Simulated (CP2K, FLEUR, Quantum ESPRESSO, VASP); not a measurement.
# One calculation of Cu, 4 ways

```
Cu
1.0
     2.53410    0.00000    0.00000
    -1.26705    2.19459    0.00000
     0.00000    0.00000   25.28143
Cu
6
Cartesian
  1.2670 0.7315 7.5000
  0.0000 1.4631 9.5563
  1.2670 0.7315 11.6126
  0.0000 1.4631 13.6689
  1.2670 0.7315 15.7251
  0.0000 1.4631 17.7814
```

Alike in all runs: functional PBE; k mesh 12 × 12 × 1; occupations fermi-dirac, width 0.05 eV; no spin polarisation; no spin-orbit coupling.

```
                                       program and potentials  plane-wave cutoff (eV)                                                  notes  band gap (eV)  largest force (eV/Å)
                               VASP, PBE PAW files Cu, 520 eV                     520                11 valence electrons an atom on average         no gap                 0.191
                                   FLEUR, all-electron, FLAPW                       -                                                      -         no gap                 0.166
                           Quantum ESPRESSO, Ansatz NC SR PBE                    1252                19 valence electrons an atom on average         no gap                 0.176
CP2K, POTENTIAL_UZH Cu GTH-PBE-q11; TZVP-MOLOPT-PBE-GTH basis                       -  atomic basis; 11 valence electrons an atom on average         no gap                 0.168
```

Force on atom 1 (Cu), eV/Å:

```json
{"program and potentials": "VASP, PBE PAW files Cu, 520 eV", "x": "0.000", "y": "0.000", "z": "-0.191"}
{"program and potentials": "FLEUR, all-electron, FLAPW", "x": "0.000", "y": "0.000", "z": "-0.166"}
{"program and potentials": "Quantum ESPRESSO, Ansatz NC SR PBE", "x": "0.000", "y": "0.000", "z": "-0.176"}
{"program and potentials": "CP2K, POTENTIAL_UZH Cu GTH-PBE-q11; TZVP-MOLOPT-PBE-GTH basis", "x": "0.000", "y": "0.000", "z": "-0.168"}
```

None finds a gap. Rows in atomic bases carry the error of their basis and grid, which can be large.

The functional is the same throughout but for its coding, so the spread measures potentials, basis and numerics; runs on potential files found faulty are left out.
